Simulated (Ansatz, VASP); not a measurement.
One calculation of Re, two programs

```
Re
1.0
     4.91271    0.00000    0.00000
     0.00000    4.91271    0.00000
     0.00000    0.00000    4.91271
Re
8
Direct
  0.50000 0.50000 0.50000
  0.00000 0.00000 0.00000
  0.25000 0.00000 0.50000
  0.50000 0.25000 0.00000
  0.50000 0.75000 0.00000
  0.75000 0.00000 0.50000
  0.00000 0.50000 0.75000
  0.00000 0.50000 0.25000
```

Alike in both runs: functional PBEsol; k mesh 4 × 4 × 4; occupations gaussian, width 0.1 eV; no spin polarisation.

Ansatz relaxed the structure, and its values are those at the end. VASP's run is a single point on that final structure, the one shown.

|  | VASP | Ansatz |
| --- | --- | --- |
| version | VASP 6.6.1 | Ansatz 0.2.0 |
| potentials or method | VASP PAW PBE potentials, release 64 (Re) | scalar-relativistic, plane waves, PAW |
| plane-wave cutoff (eV) | 520 | 420 |
| valence electrons in the cell | 56 | 120 |

```csv
,VASP,Ansatz,Ansatz less VASP
gap on the k mesh at the Fermi level (eV),none,none,-
pressure (GPa),-0.7,-0.3,+0.36
```

A gap of «none» marks a metal or a gap that the smearing closes. With one functional, cell and mesh, what is left measures potentials, basis and numerics. The two sets of potentials don't hold the same shells in valence.

Caveats: the PAW data sets were made with another functional, which shifts forces and pressure a little (VASP). Spin-orbit coupling is left out, which matters for the levels of Re.
